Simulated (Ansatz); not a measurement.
A relaxation computed with Ansatz, from input to last step.

```yaml
crystal:
  lattice:
    - [4.1570228798, 0.0, 0.0]
    - [0.0, 4.1570228798, 0.0]
    - [0.0, 0.0, 4.002294981]
  atoms:
    - { symbol: Rb, position: [0.0, 0.0, 0.0] }
    - { symbol: Br, position: [0.5, 0.5, 0.5] }
basis:
  ecutwfc: 500
kpoints:
  mp_grid: { grid: [6, 6, 6] }
hamiltonian:
  xc: r2scan
scf:
  occupations: { method: gaussian, width: 0.02 }
output:
  forces: true
  stress: true
  eigenvalues: true
relax:
  adjacent_minimum: "off"
  f_tol: 0.008
  max_steps: 40
  cell: { stress_tol: 0.015, fix: [c, angles] }
```

```bash
ansatz run input.yaml --threads 1 --pin off --max-ram 1331MiB --backend cpu --events-out ev --progress --plain --runs-dir out
```

These are results of DFT r2SCAN, scalar-relativistic, plane waves, PAW (Ansatz), not measurements.

Of 4 frames 3 are shown, positions in Å and forces in eV/Å; the SCF threshold varies from step to step. Steps run on the plane waves of an earlier cell, with a Pulay correction in the pressure. The basis is chosen afresh for the last frame, the zero of the energies, and at times for earlier ones too; energy and pressure step there, also at an unchanged geometry.

```xyz
2
Lattice="4.1570 0.0000 0.0000 0.0000 4.1570 0.0000 0.0000 0.0000 4.0023" Properties=species:S:1:pos:R:3:forces:R:3 pbc="T T T" step=1 free_energy_over_end_meV_per_atom=0.04 pressure_GPa=0.31
Rb    0.0000    0.0000    0.0000    0.0000    0.0000    0.0000
Br    2.0785    2.0785    2.0011    0.0000    0.0000    0.0000
2
Lattice="4.1532 0.0000 0.0000 0.0000 4.1532 0.0000 0.0000 0.0000 4.0023" Properties=species:S:1:pos:R:3:forces:R:3 pbc="T T T" step=2 free_energy_over_end_meV_per_atom=0.00 pressure_GPa=0.34
Rb    0.0000    0.0000    0.0000    0.0000    0.0000    0.0000
Br    2.0766    2.0766    2.0011    0.0000    0.0000    0.0000
2
Lattice="4.1488 0.0000 0.0000 0.0000 4.1488 0.0000 0.0000 0.0000 4.0023" Properties=species:S:1:pos:R:3:forces:R:3 pbc="T T T" step=4 free_energy_over_end_meV_per_atom=0.00 pressure_GPa=0.38
Rb    0.0000    0.0000    0.0000    0.0000    0.0000    0.0000
Br    2.0744    2.0744    2.0011    0.0000    0.0000    0.0000
```